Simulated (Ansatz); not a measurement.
# HfN under changes of volume

One of the cells (11.482 Å³/atom); the others are scaled copies at fixed shape and fractional positions:

```
Hf N
1.0
     0.00000    2.25600    2.25600
     2.25600    0.00000    2.25600
     2.25600    2.25600    0.00000
Hf N
1 1
Direct
  0.00000 0.00000 0.00000
  0.50000 0.50000 0.50000
```

| Item | Value |
| --- | --- |
| Program | Ansatz 0.2.0 |
| Functional | LDA |
| Potentials or basis | Ansatz PAW |
| Cutoff | 420 eV (not typed: the program's choice for these potentials) |
| k mesh | 10 × 10 × 10 |
| Occupations | fermi-dirac, width 0.05 eV |
| Spin | no spin polarisation |

| volume (Å³/atom) | energy over the lowest point (meV/atom) | pressure (GPa) |
| --- | --- | --- |
| 10.793 | 10.40 | 10.5 |
| 11.023 | 0.42 | 3.5 |
| 11.252 | 0.00 | -2.7 |
| 11.482 | ? | ? |
| 11.712 | 23.60 | -13.3 |
| 11.941 | 46.00 | -17.8 |
| 12.171 | 74.54 | -21.9 |

Problem. What does the run at 11.482 Å³/atom give?

Solution. Energy over the lowest point 7.93 meV/atom; pressure -8.3 GPa.

Worked out: A Birch-Murnaghan fit of order 3 (a polynomial in V^(-2/3)) to the other rows has its minimum at 11.15 Å³/atom with B0 = V·E''(V) = 302 GPa and B' = 4.3. It gives 7.99 meV/atom at 11.482 Å³/atom, against the run's 7.93, and -dE/dV = -8.3 GPa, against -8.3.

Energies are extrapolated to zero smearing.

Caveats: the PAW data sets come from PBE, with cores solved anew for the run's functional, which leaves a small shift of forces and pressure.
